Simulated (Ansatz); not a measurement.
Relaxed bulk ZrN, space group Fm-3m (No. 225):

```
Zr N
1.0
     0.00000    2.27609    2.27609
     2.27609    0.00000    2.27609
     2.27609    2.27609    0.00000
Zr N
1 1
Direct
  0.00000 0.00000 0.00000
  0.50000 0.50000 0.50000
```

All numbers below come from DFT PBEsol, scalar-relativistic, plane waves, PAW in Ansatz. Cutoff 420 eV, k spacing 0.19 to 0.25 Å⁻¹, dipole correction; no spin polarisation.

Slabs with different planes and terminations (top/bottom plane) are cut from it in 1×1 cells and relaxed. Each holds whole formula units counted by Zr and an excess Δn of N (negative: a deficit); ΔE is its energy over those formula units in the bulk and the excess in the standard state of N. The formation energy of ZrN is -3.864 eV a formula unit (uncorrected), so Δμ(N) runs from -3.864 eV to 0 if no other compound intervenes.

```
                slab A (Å²)  Δn(N)  ΔE (eV)
   (111) Zr/N, Zr5N5    8.97      0    3.601
  (111) Zr/Zr, Zr5N4    8.97  -1.00    6.083
(110) ZrN/ZrN, Zr7N7   14.65      0    5.280
    (111) N/N, Zr5N6    8.97  +1.00    1.223
(100) ZrN/ZrN, Zr5N5   10.36      0    2.094
```

(1) Work out each slab's surface energy at the N-rich and N-poor ends.

(2) Does the lowest surface change with the conditions?

Only the planes named were cut, so another facet can lie lower still. Reconstructions in larger cells weren't sought.

Results:

(1) γ = [ΔE − Δn·Δμ(N)]/(2A) × 16.02 J/m² per eV/Å², the mean of both faces:

| slab | N-rich (J/m²) | N-poor (J/m²) |
| --- | --- | --- |
| (111) Zr/N, Zr5N5 | 3.22 | 3.22 |
| (111) Zr/Zr, Zr5N4 | 5.43 | 1.98 |
| (110) ZrN/ZrN, Zr7N7 | 2.89 | 2.89 |
| (111) N/N, Zr5N6 | 1.09 | 4.54 |
| (100) ZrN/ZrN, Zr5N5 | 1.62 | 1.62 |

(2) Yes: among these slabs (111) N/N, Zr5N6 is lowest at the N-rich end and (100) ZrN/ZrN, Zr5N5 at the N-poor end. Their lines cross where (ΔE − Δn·Δμ)/A is equal, at Δμ(N) = -0.59 eV, with γ = 1.62 J/m².